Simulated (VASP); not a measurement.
A run of VASP 6.6.1:

Contents of INCAR:

```
SYSTEM = ZnO
PREC = Accurate ; ENCUT = 600
EDIFF = 1E-7 ; ISMEAR = 0
SIGMA = 0.03 ; LREAL = .FALSE.
LASPH = .TRUE. ; NELM = 80
ALGO = Fast ; ISIF = 4
LWAVE = .FALSE. ; LCHARG = .FALSE.
GGA = PS ; IBRION = 2
NSW = 40 ; EDIFFG = -0.01
```

KPOINTS

```
regular mesh
0
G
  9 9 5
  0 0 0
```

Contents of POSCAR:

```
ZnO                                     
1.0
    3.2150369290      0.0000000000      0.0000000000
   -1.6075184645      2.7843036546      0.0000000000
    0.0000000000      0.0000000000      5.1888021047
  Zn              O             
     2     2
Direct
     0.3333333332999970    0.6666666667000030    0.4999835655487185
     0.6666666667000030    0.3333333332999970    0.9999835655487185
     0.6666666667000030    0.3333333332999970    0.3790264344512824
     0.3333333332999970    0.6666666667000030    0.8790264344512825
```

Potentials or basis: VASP PAW PBE potentials, release 64 (Zn, O).

Launch:

```sh
$ cat potpaw_PBE.64/Zn/POTCAR potpaw_PBE.64/O/POTCAR > POTCAR
$ mpirun -np 1 vasp_std > vasp.out
```

Hardware: 1 thread of Intel(R) Xeon(R) 6975P-C (Granite Rapids), with other jobs on the host.

Q: How long does it take, and how much memory?

A: Wall time 25 s on 1 thread of Intel(R) Xeon(R) 6975P-C (Granite Rapids), on a shared host, peak memory 0.2 GiB. Counts: scf iterations 18, k points 36, ion steps 1.
